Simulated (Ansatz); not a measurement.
Crystal: Si2Mo.

```
Mo Si
1.0
    -1.60000    1.60000    3.93050
     1.60000   -1.60000    3.93050
     1.60000    1.60000   -3.93050
Mo Si
1 2
Direct
  0.00000 0.00000 0.00000
  0.66700 0.66700 0.00000
  0.33300 0.33300 0.00000
```

Base run:

- Program: Ansatz 0.2.0
- Functional: PBEsol
- Potentials or basis: all-electron LAPW, relativistic spinors
- Cutoff: 209 eV
- Density cutoff: 835 eV
- Basis error allowed: 0.002 eV/atom
- k mesh: 9 × 9 × 9
- Occupations: fermi-dirac, width 0.05 eV
- Spin: spin-orbit coupling, no magnetisation

Its results: pressure -2.7 GPa; largest force 0.352 eV/Å.

**Question.** The run is repeated on the same cell with these changes: functional from PBEsol to LDA. What comes out?

**Answer.** Pressure -6.0 GPa; largest force 0.401 eV/Å.

LDA binds more tightly than PBEsol, so the same cell stands under less pressure.

Caveats: the k mesh is thin for a metal, which can move the energy by tens of meV per atom.

Not every run made on this cell is shown here.
